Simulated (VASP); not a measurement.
# Y (Fm-3m) in VASP: a series of runs

One crystal, Y, is run at these levels: PW91+D4, RPBE, RPBE+D3, PBE+dDsC; tasks: relaxation of shape and atoms at fixed volume, single point, atomic charges, relaxation of the atoms.

All numbers are computed with VASP 6.6.1; they aren't measurements. Logs are shortened: lines on timing, memory, paths and dates and some standing lists are left out, and cuts for length are marked.

## Step 1: The crystal as given

It takes space group Fm-3m (No. 225, cubic). The conventional cell has a = 5.104 Å, b = 5.104 Å, c = 5.104 Å, α = 90.00°, β = 90.00°, γ = 90.00°. Y (site symmetry m-3m) is surrounded by 12 Y at 3.61 Å.

This isn't the form of Y at room conditions, which is hcp.

## Step 2: Relaxation of shape and atoms at fixed volume, PW91+D4, spin-orbit coupling, no magnetisation

Input file INCAR:

```
SYSTEM = Y
PREC = Accurate
ENCUT = 600
EDIFF = 1E-7
ISMEAR = -1
SIGMA = 0.1
LREAL = .FALSE.
LASPH = .FALSE.
NELM = 100
ALGO = Normal
ISIF = 4
LWAVE = .FALSE.
LCHARG = .FALSE.
LNONCOLLINEAR = .TRUE.
MAGMOM = 0 0 0
LORBIT = 11
LSORBIT = .TRUE.
GGA_COMPAT = .FALSE.
LMAXMIX = 4
GGA = 91
IVDW = 13
VDW_S6 = 1.0
VDW_S8 = 0.77283111
VDW_A1 = 0.39581542
VDW_A2 = 4.93405761
IBRION = 2
NSW = 60
EDIFFG = -0.01
```

Input file KPOINTS:

```
regular mesh
0
G
  7 7 7
  0 0 0
```

Input file POSCAR:

```
Y
1.0
    0.0000000000      2.5519910612      2.5519910612
    2.5519910612      0.0000000000      2.5519910612
    2.5519910612      2.5519910612      0.0000000000
Y
1
Cartesian
    0.0000000000      0.0000000000      0.0000000000
```

Potentials or basis: VASP PAW PBE potentials, release 64 (Y_sv).

Run with:

```sh
$ cat potpaw_PBE.64/Y_sv/POTCAR > POTCAR
$ mpirun -np 1 vasp_ncl > vasp.out
```

OUTCAR:

```text
SYSTEM = Y
   PREC = Accurate
   ENCUT = 600
   EDIFF = 1E-7
   ISMEAR = -1
   LREAL = .FALSE.
   LASPH = .FALSE.
   NELM = 100
   ISIF = 4
   LNONCOLLINEAR = .TRUE.
   LORBIT = 11
   LSORBIT = .TRUE.
   GGA = 91
   IVDW = 13
   IBRION = 2
   NSW = 60
   EDIFFG = -0.01

 ion  position               nearest neighbor table
   1  0.000  0.000  0.000-

  LATTYP: Found a face centered cubic cell.
 ALAT       =     5.1039821224

  Lattice vectors:

 A1 = (   0.0000000000,   2.5519910612,   2.5519910612)
 A2 = (   2.5519910612,   0.0000000000,   2.5519910612)
 A3 = (   2.5519910612,   2.5519910612,   0.0000000000)

Analysis of symmetry for initial positions (statically):
=====================================================================
 Subroutine PRICEL returns:
 Original cell was already a primitive cell.

 Routine SETGRP: Setting up the symmetry group for a
 face centered cubic supercell.

 Subroutine GETGRP returns: Found 48 space group operations
 (whereof 48 operations were pure point group operations)
 out of a pool of 48 trial point group operations.

The static configuration has the point symmetry O_h .

Analysis of symmetry for dynamics (positions and initial velocities):
=====================================================================
 Subroutine PRICEL returns:
 Original cell was already a primitive cell.

 Routine SETGRP: Setting up the symmetry group for a
 face centered cubic supercell.

 Subroutine GETGRP returns: Found 48 space group operations
 (whereof 48 operations were pure point group operations)
 out of a pool of 48 trial point group operations.

The dynamic configuration has the point symmetry O_h .

Analysis of structural, dynamic, and magnetic symmetry:
=====================================================================
 Subroutine PRICEL returns:
 Original cell was already a primitive cell.

 Routine SETGRP: Setting up the symmetry group for a
 face centered cubic supercell.

 Subroutine GETGRP returns: Found 48 space group operations
 (whereof 48 operations were pure point group operations)
 out of a pool of 48 trial point group operations.

The overall configuration has the point symmetry O_h .

[... 132 lines left out ...]

 number of electron      11.0000000 magnetization      -0.0000000     -0.0000000      0.0000000

 Free energy of the ion-electron system (eV)
  ---------------------------------------------------
  ext. energy  EPLUGINS =         0.00000000
  ---------------------------------------------------
  free energy    TOTEN  =        -6.46458139 eV

  energy without entropy =       -6.41004437  energy(sigma->0) =       -6.43731288

 E-fermi :   2.9684     XC(G=0):  -9.4085

 val. band max:        2.8821928770   @ k =   0.2857   0.2857   0.0000
 cond. band min:       3.0449312806   @ k =   0.4286   0.2857   0.1429
 fundamental gap:      0.1627384035
 Fermi energy:         2.9684318991

 k-point     1 :       0.0000    0.0000    0.0000
  band No.  band energies     occupation
      1     -39.6672      1.00000
      2     -39.6672      1.00000
      3     -20.4270      1.00000
      4     -20.4270      1.00000
      5     -18.9894      1.00000
      6     -18.9894      1.00000
[... 397 lines left out ...]
      5     -19.3614      1.00000
      6     -19.3614      1.00000
[... 10 lines left out ...]
     17       7.9962      0.00000
     18       7.9962      0.00000

------------------------ aborting loop because EDIFF is reached ----------------------------------------

  DFT-D4 for vdW energy calculation

  Edisp (eV):   -0.18853

  FORCE on cell =-STRESS in cart. coord.  units (eV):
  Direction    XX          YY          ZZ          XY          YZ          ZX
  --------------------------------------------------------------------------------------
  -------------------------------------------------------------------------------------
  Total      -0.43742    -0.43742    -0.43742    -0.00000     0.00000    -0.00000
  in kB     -21.08340   -21.08340   -21.08340    -0.00000     0.00000    -0.00000
  external pressure =      -21.08 kB  Pullay stress =        0.00 kB

 VOLUME and BASIS-vectors are now :
 -----------------------------------------------------------------------------
  energy-cutoff  :      600.00
  volume of cell :       33.24
      direct lattice vectors                 reciprocal lattice vectors
     0.000000000  2.551991061  2.551991061    -0.195925451  0.195925451  0.195925451
     2.551991061  0.000000000  2.551991061     0.195925451 -0.195925451  0.195925451
     2.551991061  2.551991061  0.000000000     0.195925451  0.195925451 -0.195925451

 POSITION                                       TOTAL-FORCE (eV/Angst)
 -----------------------------------------------------------------------------------
      0.00000      0.00000      0.00000        -0.000000     -0.000000     -0.000000
 -----------------------------------------------------------------------------------
    total drift:                                0.000000      0.000000      0.000000

  FREE ENERGIE OF THE ION-ELECTRON SYSTEM (eV)
  ---------------------------------------------------
  free  energy   TOTEN  =        -6.6531132903 eV

  energy  without entropy=       -6.5985762657  energy(sigma->0) =       -6.62584478

 reached required accuracy - stopping structural energy minimisation

 Spin-Orbit-Coupling matrix elements

 Ion:    1  E_soc:     -0.0983538
 l=   1
     0.0000000    -0.0162411    -0.0162411
    -0.0162411     0.0000000    -0.0162411
    -0.0162411    -0.0162411     0.0000000
 l=   2
     0.0000000    -0.0000127     0.0000000    -0.0000127    -0.0001385
    -0.0000127     0.0000000    -0.0001039    -0.0000127    -0.0000346
     0.0000000    -0.0001039     0.0000000    -0.0001039     0.0000000
    -0.0000127    -0.0000127    -0.0001039     0.0000000    -0.0000346
    -0.0001385    -0.0000346     0.0000000    -0.0000346     0.0000000
 l=   3
     0.0000000     0.0000000     0.0000000     0.0000000     0.0000000     0.0000000     0.0000000
     0.0000000     0.0000000     0.0000000     0.0000000     0.0000000     0.0000000     0.0000000
     0.0000000     0.0000000     0.0000000     0.0000000     0.0000000     0.0000000     0.0000000
     0.0000000     0.0000000     0.0000000     0.0000000     0.0000000     0.0000000     0.0000000
     0.0000000     0.0000000     0.0000000     0.0000000     0.0000000     0.0000000     0.0000000
     0.0000000     0.0000000     0.0000000     0.0000000     0.0000000     0.0000000     0.0000000
     0.0000000     0.0000000     0.0000000     0.0000000     0.0000000     0.0000000     0.0000000

 total charge

# of ion       s       p       d       f       tot
--------------------------------------------------
    1        2.279   6.209   0.941   0.006   9.436

 magnetization (x)

# of ion       s       p       d       f       tot
--------------------------------------------------
    1        0.000   0.000   0.000   0.000   0.000

 magnetization (y)

# of ion       s       p       d       f       tot
--------------------------------------------------
    1        0.000   0.000  -0.000  -0.000  -0.000

 magnetization (z)

# of ion       s       p       d       f       tot
--------------------------------------------------
    1       -0.000  -0.000  -0.000  -0.000  -0.000
```

CONTCAR:

```text
Y
   1.00000000000000
     0.0000000000000000    2.5519910611999999    2.5519910611999999
     2.5519910611999999    0.0000000000000000    2.5519910611999999
     2.5519910611999999    2.5519910611999999    0.0000000000000000
  Y
     1
Direct
     0.0000000000000000    0.0000000000000000    0.0000000000000000

  0.00000000E+00  0.00000000E+00  0.00000000E+00
```

It took 35 s on 1 thread of Intel Xeon 6975P-C (Granite Rapids), shared host; peak memory 0.29 GiB.

What came out:

```
Free energy                                           : -6.6531 eV
Pressure after relaxing                               : -2.1 GPa
Valence electrons inside the program's atomic spheres : Y 9.44
Dispersion energy per atom                            : -0.189 eV
```

Final structure:
```yaml
crystal:
  lattice:
    - [0.00000, 2.55199, 2.55199]
    - [2.55199, 0.00000, 2.55199]
    - [2.55199, 2.55199, 0.00000]
  atoms:
    - { symbol: Y, position: [0.00000, 0.00000, 0.00000] }
```

Caveat: the relaxation stopped at its first step, so nothing moved; the PAW data sets were made with another functional, which shifts forces and pressure a little.

## Step 3: Single point, RPBE

Input file INCAR:

```
SYSTEM = Y
PREC = Accurate
ENCUT = 500
EDIFF = 1E-6
ISMEAR = 0
SIGMA = 0.1
LREAL = .False.
LASPH = .True.
NELM = 100
ALGO = Fast
ISIF = 2
LWAVE = .False.
LCHARG = .False.
GGA = RP
NBANDS = 12
```

Input file KPOINTS:

```
Automatic mesh
0
Gamma
  9 9 9
  0 0 0
```

POSCAR is that of step 2.

Potentials or basis: VASP PAW PBE potentials, release 64 (Y_sv).

Run with:

```sh
$ cat potpaw_PBE.64/Y_sv/POTCAR > POTCAR
$ mpirun -np 1 vasp_std > vasp.out
```

OUTCAR:

```text
SYSTEM = Y
   PREC = Accurate
   ENCUT = 500
   EDIFF = 1E-6
   ISMEAR = 0
   LREAL = .False.
   LASPH = .True.
   NELM = 100
   ISIF = 2
   GGA = RP

 ion  position               nearest neighbor table
   1  0.000  0.000  0.000-

  LATTYP: Found a face centered cubic cell.
 ALAT       =     5.1039821224

  Lattice vectors:
[... 538 lines left out ...]
      6       2.3249      2.00000
      7       4.8866      0.00000
      8       8.1885      0.00000
      9       8.2461      0.00000
     10       8.2461      0.00000
     11      11.2139      0.00000
     12      11.2139      0.00000

 [... further k-points ...]

------------------------ aborting loop because EDIFF is reached ----------------------------------------

  FORCE on cell =-STRESS in cart. coord.  units (eV):
  Direction    XX          YY          ZZ          XY          YZ          ZX
  --------------------------------------------------------------------------------------
  -------------------------------------------------------------------------------------
  Total        0.1218570      0.1218570      0.1218570     -0.0000000     -0.0000000      0.0000000
  in kB        5.8734528      5.8734528      5.8734528     -0.0000000     -0.0000000      0.0000000
  external PRESSURE =       5.8734528 kB  Pullay stress =       0.0000000 kB

 VOLUME and BASIS-vectors are now :
 -----------------------------------------------------------------------------
  energy-cutoff  :      500.00
  volume of cell :       33.24
      direct lattice vectors                 reciprocal lattice vectors
     0.000000000  2.551991061  2.551991061    -0.195925451  0.195925451  0.195925451
     2.551991061  0.000000000  2.551991061     0.195925451 -0.195925451  0.195925451
     2.551991061  2.551991061  0.000000000     0.195925451  0.195925451 -0.195925451

 POSITION                                       TOTAL-FORCE (eV/Angst)
 -----------------------------------------------------------------------------------
      0.00000      0.00000      0.00000         0.000000      0.000000      0.000000
 -----------------------------------------------------------------------------------
    total drift:                               -0.000000     -0.000000     -0.000000

  FREE ENERGIE OF THE ION-ELECTRON SYSTEM (eV)
  ---------------------------------------------------
  free  energy   TOTEN  =        -6.0832409166 eV

  energy  without entropy=       -6.0747508429  energy(sigma->0) =       -6.07899588
```

OSZICAR:

```text
N       E                     dE             d eps       ncg     rms          rms(c)
DAV:   1     0.236167332368E+02    0.23617E+02   -0.54209E+03   848   0.808E+02
DAV:   2    -0.507625302316E+01   -0.28693E+02   -0.28010E+02  1024   0.162E+02
DAV:   3    -0.623835013950E+01   -0.11621E+01   -0.11506E+01  1216   0.206E+01
DAV:   4    -0.625871079918E+01   -0.20361E-01   -0.20356E-01   940   0.269E+00
DAV:   5    -0.625913546199E+01   -0.42466E-03   -0.42459E-03  1128   0.274E-01    0.219E+01
RMM:   6    -0.610809212319E+01    0.15104E+00   -0.15197E-01   918   0.248E+00    0.134E+01
RMM:   7    -0.608706972075E+01    0.21022E-01   -0.35296E-01  1096   0.381E+00    0.125E+00
RMM:   8    -0.608324019416E+01    0.38295E-02   -0.45070E-02   972   0.146E+00    0.352E-01
RMM:   9    -0.608331037524E+01   -0.70181E-04   -0.91470E-03  1182   0.547E-01    0.237E-01
RMM:  10    -0.608698299700E+01   -0.36726E-02   -0.86153E-03  1162   0.579E-01    0.116E+00
RMM:  11    -0.608316883146E+01    0.38142E-02   -0.65645E-03  1061   0.722E-01    0.630E-02
RMM:  12    -0.608323144341E+01   -0.62612E-04   -0.35185E-04  1115   0.156E-01    0.110E-01
RMM:  13    -0.608323432540E+01   -0.28820E-05   -0.16910E-04  1150   0.987E-02    0.109E-02
RMM:  14    -0.608324064164E+01   -0.63162E-05   -0.49037E-05  1188   0.401E-02    0.991E-03
RMM:  15    -0.608324237390E+01   -0.17323E-05   -0.89999E-06   940   0.183E-02    0.784E-03
RMM:  16    -0.608324079955E+01    0.15743E-05   -0.27955E-06   867   0.117E-02    0.252E-03
RMM:  17    -0.608324091656E+01   -0.11701E-06   -0.61398E-07   655   0.414E-03
   1 F= -.60832409E+01 E0= -.60789959E+01  d E =-.849007E-02
```

Run time: 17 s. Hardware: 1 thread of Intel Xeon Platinum 8488C (Sapphire Rapids), shared host; peak memory 0.17 GiB.

Results:

| Item | Value |
| --- | --- |
| Free energy | -6.0832 eV |
| Pressure | 0.6 GPa |
| Band gap on the k mesh | none (metal or under the smearing width) |

Caveat: the PAW data sets were made with another functional, which shifts forces and pressure a little.

## Step 4: Single point, RPBE

Input file run.py:

```python
from ase import Atoms
from ase.calculators.vasp import Vasp
from ase.dft.bandgap import bandgap

atoms = Atoms(
    ['Y'],
    cell=[[0.0, 2.5519910612, 2.5519910612], [2.5519910612, 0.0, 2.5519910612], [2.5519910612, 2.5519910612, 0.0]],
    scaled_positions=[[0.0, 0.0, 0.0]],
    pbc=True,
)
calc = Vasp(
    directory='calc',
    xc='rpbe',
    pp='PBE',
    setups='minimal',
    prec='Accurate',
    encut=500,
    ediff=1e-06,
    ismear=0,
    sigma=0.1,
    lreal=False,
    lasph=True,
    nelm=60,
    algo='Fast',
    isif=2,
    lwave=False,
    lcharg=True,
    lelf=True,
    lvhar=True,
    kpts=[9, 9, 9],
    gamma=True,
)
atoms.calc = calc

print('energy (eV):', atoms.get_potential_energy())
print('free energy (eV):', atoms.get_potential_energy(force_consistent=True))
print('forces (eV/A):')
print(atoms.get_forces())
print('stress (eV/A^3, Voigt):', atoms.get_stress())
print('Fermi level (eV):', calc.get_fermi_level())
gap, top, bottom = bandgap(calc)
print('band gap (eV):', gap, 'from (spin, k, band)', top, 'to', bottom)
```

Run with:

```sh
$ python run.py
```

Wall time 18 s (1 thread of Intel Xeon Platinum 8488C (Sapphire Rapids), shared host); peak memory 0.17 GiB.

The run converged. Its results:

- Free energy: -6.0832 eV
- Pressure: 0.6 GPa
- Band gap on the k mesh: none (metal or under the smearing width)

Levels at points of the mesh, in eV from the Fermi level:
```tsv
k point	band 1	band 2	band 3	band 4	band 5	band 6	band 7	band 8	band 9
(0.00, 0.00, 0.00)	-42.81	-22.53	-22.53	-22.53	-4.75	1.75	1.75	1.75	3.70
```

Caveat: the PAW data sets were made with another functional, which shifts forces and pressure a little.

(Continued in part 2 of 2.)
